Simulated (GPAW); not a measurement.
FeO (Wuestite):

```xyz
2
Lattice="1.5188 0.8769 2.5196 -1.5188 0.8769 2.5196 0.0000 -1.7538 2.5196" Properties=species:S:1:pos:R:3 pbc="T T T"
Fe    0.0000    0.0000    0.0000
O     0.0000    0.0000    3.7794
```

Program: GPAW 26.7.0. Alike in all runs: spin collinear, ferromagnetic start; cell as given; cutoff (eV) 800.

Question: Order these runs on this cell by their pressure, lowest first.
A. level PBEsol+U; potentials or basis PAW data sets generated in the run's folder for this functional, pw; U Fe d U = 8 eV; k mesh 8 × 8 × 8; smearing fermi-dirac 0.05 eV; band path GLB1,BZGX,QFP1Z,LP; band points 80
B. level RPBE; potentials or basis the program's PAW data sets (release 1.2.1) made for this functional, pw; k mesh 11 × 11 × 11; smearing gaussian 0.1 eV
C. level PBE; potentials or basis GPAW PAW data sets (gpaw-data 1.2.1), pw; k mesh 11 × 11 × 11; smearing fermi-dirac 0.05 eV
D. level PBEsol+U; potentials or basis PAW data sets generated in the run's folder for this functional, pw; U Fe d U = 3 eV; k mesh 8 × 8 × 8; smearing fermi-dirac 0.05 eV; band path GLB1,BZGX,QFP1Z,LP; band points 80
E. level PBEsol+U; potentials or basis PAW data sets generated in the run's folder for this functional, pw; U Fe d U = 6 eV; k mesh 8 × 8 × 8; smearing fermi-dirac 0.05 eV; band path GLB1,BZGX,QFP1Z,LP; band points 80

Answer: D (-6.9 GPa), E (-4.9 GPa), A (-3.1 GPa), C (-0.2 GPa), B (5.6 GPa).

Caveats: a cell with one magnetic atom can't hold antiferromagnetic order, which such compounds often take.

Not every run made on this cell is shown here.
